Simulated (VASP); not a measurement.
# TiTe2 (P-3m1) in VASP: further runs

One crystal, TiTe2, is run at these levels: PBEsol, optB86b-vdW; tasks: relaxation of shape and atoms at fixed volume, relaxation of cell and atoms.

All numbers are computed with VASP 6.6.1; they aren't measurements. Logs are shortened: lines on timing, memory, paths and dates and some standing lists are left out, and cuts for length are marked.

## 1. Starting point

The structure is trigonal, space group P-3m1 (No. 164). Conventional cell: a = 3.777 Å, b = 3.777 Å, c = 6.498 Å, α = 90.00°, β = 90.00°, γ = 120.00°. Ti (site symmetry -3m) has 6 Te at 2.77 Å as nearest neighbours. Te (site symmetry 3m) has 3 Ti at 2.77 Å as nearest neighbours.

## 2. Relaxation of shape and atoms at fixed volume, PBEsol (a relaxed cell with its volume scaled by 1.06)

INCAR

```
SYSTEM = TiTe2
  PREC = Accurate
  ENCUT = 600
  EDIFF = 1E-7
  ISMEAR = 1
  SIGMA = 0.1
  LREAL = .FALSE.
  LASPH = .TRUE.
  NELM = 80
  ALGO = Normal
  ISIF = 4
  LWAVE = .FALSE.
  LCHARG = .FALSE.
  GGA = PS
  IBRION = 2
  NSW = 40
  EDIFFG = -0.01
```

KPOINTS

```
regular mesh
0
G
  12 12 6
  0 0 0
```

POSCAR

```
TiTe2                                   
1.0
    3.7696727763      0.0000000000     -0.0000000000
   -1.8848363882      3.2646323882     -0.0000000000
    0.0000000000      0.0000000000      6.5617512389
  Ti              Te            
     1     2
Direct
     0.0000000000000000    1.0000000000000000    0.0000000000000000
     0.6666666667000030    0.3333333332999970    0.2677859823736157
     0.3333333332999970    0.6666666667000030    0.7322140176263843
```

Potentials or basis: VASP PAW PBE potentials, release 64 (Ti_sv, Te).

Started as:

```bash
$ cat potpaw_PBE.64/Ti_sv/POTCAR potpaw_PBE.64/Te/POTCAR > POTCAR
$ mpirun -np 1 vasp_std > vasp.out
```

OUTCAR:

```text
SYSTEM = TiTe2
   PREC = Accurate
   ENCUT = 600
   EDIFF = 1E-7
   ISMEAR = 1
   LREAL = .FALSE.
   LASPH = .TRUE.
   NELM = 80
   ISIF = 4
   GGA = PS
   IBRION = 2
   NSW = 40
   EDIFFG = -0.01

 ion  position               nearest neighbor table
   1  0.000  0.000  0.000-   2 2.80   3 2.80   3 2.80   2 2.80   2 2.80   3 2.80
   2  0.667  0.333  0.268-   1 2.80   1 2.80   1 2.80
   3  0.333  0.667  0.732-   1 2.80   1 2.80   1 2.80

  LATTYP: Found a hexagonal cell.
 ALAT       =     3.7696727763
 C/A-ratio  =     1.7406686544

  Lattice vectors:

 A1 = (   3.7696727763,   0.0000000000,   0.0000000000)
 A2 = (  -1.8848363882,   3.2646323882,   0.0000000000)
 A3 = (   0.0000000000,   0.0000000000,   6.5617512389)

Analysis of symmetry for initial positions (statically):
=====================================================================
 Subroutine PRICEL returns:
 Original cell was already a primitive cell.

 Routine SETGRP: Setting up the symmetry group for a
 hexagonal supercell.

 Subroutine GETGRP returns: Found 12 space group operations
 (whereof 12 operations were pure point group operations)
 out of a pool of 24 trial point group operations.

The static configuration has the point symmetry D_3d.

Analysis of symmetry for dynamics (positions and initial velocities):
=====================================================================
 Subroutine PRICEL returns:
 Original cell was already a primitive cell.

 Routine SETGRP: Setting up the symmetry group for a
 hexagonal supercell.

 Subroutine GETGRP returns: Found 12 space group operations
 (whereof 12 operations were pure point group operations)
 out of a pool of 24 trial point group operations.

The dynamic configuration has the point symmetry D_3d.

 Subroutine INISYM returns: Found 12 space group operations
 (whereof 12 operations are pure point group operations),
 and found     1 'primitive' translations

----------------------------------------------------------------------------------------

                                     Primitive cell

  volume of cell :      80.7528

  direct lattice vectors                    reciprocal lattice vectors
     3.769672776  0.000000000  0.000000000     0.265275014  0.153156601  0.000000000
    -1.884836388  3.264632388  0.000000000     0.000000000  0.306313202  0.000000000
     0.000000000  0.000000000  6.561751239     0.000000000  0.000000000  0.152398341

  length of vectors
     3.769672776  3.769672776  6.561751239     0.306313202  0.306313202  0.152398341

  position of ions in fractional coordinates (direct lattice)
     0.000000000  0.000000000  0.000000000
     0.666666667  0.333333333  0.267785982
     0.333333333  0.666666667  0.732214018

  ion indices of the primitive-cell ions
   primitive index   ion index
                 1           1
                 2           2
                 3           3

----------------------------------------------------------------------------------------

 KPOINTS: regular mesh

Automatic generation of k-mesh.
 Grid dimensions read from file:
 generate k-points for:   12   12    6

 Generating k-lattice:

  Cartesian coordinates                     Fractional coordinates (reciprocal lattice)
     0.022106251  0.012763050  0.000000000     0.083333333  0.000000000  0.000000000
     0.000000000  0.025526100  0.000000000     0.000000000  0.083333333  0.000000000
     0.000000000  0.000000000  0.025399723     0.000000000  0.000000000  0.166666667

  Length of vectors
     0.025526100  0.025526100  0.025399723

  Shift w.r.t. Gamma in fractional coordinates (k-lattice)
     0.000000000  0.000000000  0.000000000

 Subroutine IBZKPT returns following result:
 ===========================================

 Found    100 irreducible k-points:

 Following reciprocal coordinates:
            Coordinates               Weight
  0.000000  0.000000  0.000000      1.000000
  0.083333  0.000000  0.000000      6.000000
  0.166667  0.000000  0.000000      6.000000
  0.250000  0.000000  0.000000      6.000000
  0.333333  0.000000  0.000000      6.000000
  0.416667  0.000000  0.000000      6.000000
[... 16 lines left out ...]
  0.166667  0.000000  0.166667      6.000000
  0.000000  0.166667  0.166667      6.000000
 [... further k-points ...]
   k-points           NKPTS =    100   k-points in BZ     NKDIM =    100   number of bands    NBANDS=     16
   number of dos      NEDOS =    301   number of ions     NIONS =      3
   total plane-waves  NPLWV =  48600
   dimension x,y,z NGX =    30 NGY =   30 NGZ =   54
   dimension x,y,z NGXF=    60 NGYF=   60 NGZF=  108
   ions per type =               1   2
   NGX,Y,Z   is equivalent  to a cutoff of  13.23, 13.23, 13.68 a.u.
   NGXF,Y,Z  is equivalent  to a cutoff of  26.46, 26.46, 27.36 a.u.
 SYSTEM =  TiTe2
   PREC   = accura    normal or accurate (medium, high low for compatibility)
   ISTART =      0    job   : 0-new  1-cont  2-samecut
   ICHARG =      2    charge: 1-file 2-atom 10-const
   ISPIN  =      1    spin polarized calculation?
   LNONCOLLINEAR =      F non collinear calculations
   LSORBIT =      F    spin-orbit coupling
   LASPH  =      T    aspherical Exc in radial PAW
   ENCUT  =  600.0 eV  44.10 Ry    6.64 a.u.   7.53  7.53 13.11*2*pi/ulx,y,z
   NELM   =     80;   NELMIN=  2; NELMDL= -5     # of ELM steps
   EDIFF  = 0.1E-06   stopping-criterion for ELM
   LREAL  =      F    real-space projection
   EDIFFG = -.1E-01   stopping-criterion for IOM
   NSW    =     40    number of steps for IOM
   IBRION =      2    ionic relax: 0-MD 1-quasi-New 2-CG
   NFREE  =      1    steps in history (QN), initial steepest desc. (CG)
   ISIF   =      4    stress and relaxation
   ISYM   =      2    0-nonsym 1-usesym 2-fastsym
   POTIM  = 0.5000    time-step for ionic-motion
   TEBEG  =    0.0;   TEEND  =   0.0 temperature during run
   PSTRESS=    0.0 pullay stress
   NELECT =      24.0000    total number of electrons
   NUPDOWN=      -1.0000    fix difference up-down
   EMIN   =  10.00;   EMAX   =-10.00  energy-range for DOS
   EFERMI =   0.00;   METHOD = LEGACY
   ISMEAR =     1;   SIGMA  =   0.10  broadening in eV -4-tet -1-fermi 0-gaus
   EFERMI_NEDOS =   21; number of points for ismear=-14 and -15
   IALGO  =     38    algorithm
   IMIX   =      4    mixing-type and parameters
     AMIX     =   0.40;   BMIX     =  1.00
     AMIX_MAG =   1.60;   BMIX_MAG =  1.00
  volume/ion in A,a.u.               =      26.92       181.65
  Fermi-wavevector in a.u.,A,eV,Ry     =   1.092511  2.064547 16.239660  1.193581
  Thomas-Fermi vector in A             =   2.228778
   LORBIT       =      0    0 simple, 1 ext, 2 COOP (PROOUT), +10 PAW based schemes
   GGA     = PS    functional components
   LHFCALC =     F    Hartree Fock is set to
   AEXX    =    0.0000 exact exchange contribution
   IVDW    =     0    specifies the selected vdW correction
   LEPSILON=     F    determine dielectric tensor
   LRPA    =     F    only Hartree local field effects (RPA)
 conjugate gradient relaxation of ions
 non-spin polarized calculation
 Methfessel and Paxton  Order N= 1 SIGMA  =   0.10
  energy-cutoff  :      600.00
  volume of cell :       80.75
 maximum number of plane-waves:      2718
   NGX = 15   NGY = 15   NGZ = 27

--------------------------------------- Ionic step        1  -------------------------------------------

 number of electron      24.0000003 magnetization

 Free energy of the ion-electron system (eV)
  ---------------------------------------------------
  ext. energy  EPLUGINS =         0.00000000
  ---------------------------------------------------
  free energy    TOTEN  =       -17.48752127 eV

  energy without entropy =      -17.48791620  energy(sigma->0) =      -17.48765291

------------------------ aborting loop because EDIFF is reached ----------------------------------------

  FORCE on cell =-STRESS in cart. coord.  units (eV):
  Direction    XX          YY          ZZ          XY          YZ          ZX
  --------------------------------------------------------------------------------------
  -------------------------------------------------------------------------------------
  Total       -1.7627990     -1.7627990     -2.0038737      0.0000000      0.0000000     -0.0000000
  in kB      -34.9748350    -34.9748350    -39.7578804      0.0000000      0.0000000     -0.0000000
  external PRESSURE =     -36.5691834 kB  Pullay stress =       0.0000000 kB

 VOLUME and BASIS-vectors are now :
 -----------------------------------------------------------------------------
  energy-cutoff  :      600.00
  volume of cell :       80.75
      direct lattice vectors                 reciprocal lattice vectors
     3.769672776  0.000000000  0.000000000     0.265275014  0.153156601  0.000000000
    -1.884836388  3.264632388  0.000000000     0.000000000  0.306313202  0.000000000
     0.000000000  0.000000000  6.561751239     0.000000000  0.000000000  0.152398341
[... 186 lines left out ...]
 POSITION                                       TOTAL-FORCE (eV/Angst)
 -----------------------------------------------------------------------------------
      0.00000     -0.00000      0.00000         0.000000      0.000000      0.000000
      1.86831      1.07867      1.71836         0.000000     -0.000000      0.014042
     -0.00000      2.15734      4.96000        -0.000000      0.000000     -0.014042
 -----------------------------------------------------------------------------------
    total drift:                               -0.000000     -0.000000      0.000000

  FREE ENERGIE OF THE ION-ELECTRON SYSTEM (eV)
  ---------------------------------------------------
  free  energy   TOTEN  =       -17.5173310491 eV

  energy  without entropy=      -17.5179582570  energy(sigma->0) =      -17.51754012

--------------------------------------- Ionic step        7  -------------------------------------------

 number of electron      24.0000000 magnetization

 Free energy of the ion-electron system (eV)
  ---------------------------------------------------
  ext. energy  EPLUGINS =         0.00000000
  ---------------------------------------------------
  free energy    TOTEN  =       -17.51735225 eV

  energy without entropy =      -17.51798195  energy(sigma->0) =      -17.51756215

 E-fermi :   6.6223     XC(G=0):  -9.9535

 val. band max:        6.6052867889   @ k =   0.4167   0.0000   0.0000
 cond. band min:       6.6275201973   @ k =   0.0000   0.4167   0.1667
 fundamental gap:      0.0222334084
 Fermi energy:         6.6222910336

 k-point     1 :       0.0000    0.0000    0.0000
  band No.  band energies     occupation
      1     -50.5927      2.00000
      2     -26.9527      2.00000
      3     -26.9527      2.00000
      4     -26.9168      2.00000
      5      -5.8193      2.00000
      6      -4.4595      2.00000
[... 8 lines left out ...]
     15       7.8025     -0.00000
     16       9.8451      0.00000
[... 419 lines left out ...]
 k-point    24 :       0.0000    0.1667    0.1667
  band No.  band energies     occupation
      1     -50.5918      2.00000
      2     -26.9648      2.00000
      3     -26.9555      2.00000
      4     -26.9140      2.00000
      5      -5.4446      2.00000
      6      -4.3940      2.00000
[... 8 lines left out ...]
     15       7.9348     -0.00000
     16       9.2540      0.00000

 [... further k-points ...]
[... 5 lines left out ...]
  --------------------------------------------------------------------------------------
  -------------------------------------------------------------------------------------
  Total       -0.7676313     -0.7676313     -0.7708744      0.0000000     -0.0000000      0.0000000
  in kB      -15.2301980    -15.2301980    -15.2945425      0.0000000     -0.0000000      0.0000000
  external PRESSURE =     -15.2516462 kB  Pullay stress =       0.0000000 kB

 VOLUME and BASIS-vectors are now :
 -----------------------------------------------------------------------------
  energy-cutoff  :      600.00
  volume of cell :       80.75
      direct lattice vectors                 reciprocal lattice vectors
     3.736184485  0.000000000  0.000000000     0.267652736  0.154529379 -0.000000000
    -1.868092243  3.235630677 -0.000000000    -0.000000000  0.309058758  0.000000000
     0.000000000 -0.000000000  6.679907414    -0.000000000  0.000000000  0.149702674

 POSITION                                       TOTAL-FORCE (eV/Angst)
 -----------------------------------------------------------------------------------
      0.00000      0.00000      0.00000         0.000000     -0.000000     -0.000000
      1.86809      1.07854      1.72020        -0.000000      0.000000     -0.000459
     -0.00000      2.15709      4.95971         0.000000     -0.000000      0.000459
 -----------------------------------------------------------------------------------
    total drift:                               -0.000000     -0.000000     -0.000000

  FREE ENERGIE OF THE ION-ELECTRON SYSTEM (eV)
  ---------------------------------------------------
  free  energy   TOTEN  =       -17.5173522474 eV

  energy  without entropy=      -17.5179819541  energy(sigma->0) =      -17.51756215

 reached required accuracy - stopping structural energy minimisation
```

It took 11 min on 1 thread of Intel Xeon Platinum 8488C (Sapphire Rapids), shared host; peak memory 0.34 GiB.

What came out:

```yaml
Free_energy: -17.5174 eV
Energy_gained_by_relaxing: 9.9 meV/atom
Ionic_steps: 7
Pressure_after_relaxing: -1.5 GPa
Band_gap_on_the_k_mesh: none (metal or under the smearing width)
```

Step by step:
| step | energy change (eV) | largest force (eV/Å) | pressure (GPa) |
| --- | --- | --- | --- |
| 1 | 0.0000 | 0.4682 | -3.66 |
| 2 | -0.0166 | 0.2601 | -2.94 |
| 3 | -0.0226 | 0.0298 | -2.12 |
| 4 | -0.0263 | 0.0146 | -1.93 |
| 5 | -0.0298 | 0.0132 | -1.49 |
| 6 | -0.0298 | 0.0140 | -1.47 |
| 7 | -0.0298 | 0.0005 | -1.53 |

Final structure:
```
CELL_PARAMETERS angstrom
3.73618 0.00000 0.00000
-1.86809 3.23563 0.00000
0.00000 0.00000 6.67991
ATOMIC_POSITIONS crystal
Ti 0.00000 0.00000 0.00000
Te 0.66667 0.33333 0.25752
Te 0.33333 0.66667 0.74248
```

Caveat: the PAW data sets were made with another functional, which shifts forces and pressure a little; this functional lacks dispersion, which binds the layers, so the pressure and a relaxed spacing across them are unreliable. Spin-orbit coupling is left out, which matters for the levels of Te.

## 3. Relaxation of cell and atoms, optB86b-vdW

INCAR

```
SYSTEM = TiTe2
  PREC = Accurate
  ENCUT = 600
  EDIFF = 1E-6
  ISMEAR = 1
  SIGMA = 0.1
  LREAL = .FALSE.
  LASPH = .TRUE.
  NELM = 80
  ALGO = Normal
  ISIF = 3
  LWAVE = .FALSE.
  LCHARG = .FALSE.
  GGA = MK
  LUSE_VDW = .TRUE.
  AGGAC = 0.0
  PARAM1 = 0.1234
  PARAM2 = 1.0
  IBRION = 2
  NSW = 90
  EDIFFG = -0.01
```

KPOINTS is that of step 2.

POSCAR

```
TiTe2
1.0
    3.7770000000      0.0000000000      0.0000000000
   -1.8885000000      3.2709779501      0.0000000000
    0.0000000000      0.0000000000      6.4980000000
Ti Te
1 2
Direct
    0.0000000000      0.0000000000      0.0000000000
    0.6666666667      0.3333333333      0.2628000000
    0.3333333333      0.6666666667      0.7372000000
```

Potentials or basis: VASP PAW PBE potentials, release 64 (Ti_sv, Te).

Started as:

```bash
$ cat potpaw_PBE.64/Ti_sv/POTCAR potpaw_PBE.64/Te/POTCAR > POTCAR
$ mpirun -np 1 vasp_std > vasp.out
```

Wall time 6.3 min (1 thread of AMD EPYC 9R14 (Zen 4), shared host); peak memory 0.58 GiB.

It converged, with:

* Free energy: -9.8677 eV
* Relaxed volume: 26.48 Å³/atom
* Relaxed cell: a = 3.748 Å, b = 3.748 Å, c = 6.529 Å, α = 90.00°, β = 90.00°, γ = 120.00°
* Space group after relaxing (to 0.05 Å): P-3m1 (No. 164)
* Energy gained by relaxing: 0.9 meV/atom
* Ionic steps: 4
* Pressure after relaxing: 0.0 GPa
* Largest force after relaxing: 0.009 eV/Å
* Band gap on the k mesh: none (metal or under the smearing width)

Forces on the atoms (eV/Å):
```
Ti   0.000  0.000  0.000
Te   0.000  0.000  0.009
Te   0.000  0.000 -0.009
```

The path:
```
step  energy change (eV)  largest force (eV/Å)  pressure (GPa)  volume (Å³)
   1              0.0000                0.0305           -0.41        80.28
   2             -0.0018                0.0792            0.17        79.48
   3             -0.0019                0.0831            0.21        79.42
   4             -0.0028                0.0094            0.01        79.43
```

Final structure:
```cif
data_structure
_symmetry_space_group_name_H-M 'P 1'
_symmetry_Int_Tables_number 1
_cell_length_a 3.7480
_cell_length_b 3.7480
_cell_length_c 6.5292
_cell_angle_alpha 90.000
_cell_angle_beta 90.000
_cell_angle_gamma 120.000
_cell_volume 79.43
loop_
_atom_site_label
_atom_site_type_symbol
_atom_site_fract_x
_atom_site_fract_y
_atom_site_fract_z
_atom_site_occupancy
Ti1 Ti 0.00000 0.00000 0.00000 1
Te1 Te 0.66667 0.33333 0.26379 1
Te2 Te 0.33333 0.66667 0.73621 1
```

Levels at points of the mesh, in eV from the Fermi level:
```csv
k point,band 10,band 11,band 12,band 13,band 14,band 15
"(0.00, 0.00, 0.00)",0.28,0.37,0.37,0.46,1.10,1.10
"(0.50, 0.00, 0.00)",-2.45,-1.78,-1.12,-0.03,1.13,1.48
"(0.00, 0.00, 0.50)",-1.60,0.36,0.36,0.79,0.79,0.98
"(0.50, 0.00, 0.50)",-2.05,-1.04,-0.59,-0.34,1.13,1.47
```

Caveat: the PAW data sets were made with another functional, which shifts forces and pressure a little. Spin-orbit coupling is left out, which matters for the levels of Te.

[end of part 1 of 2]
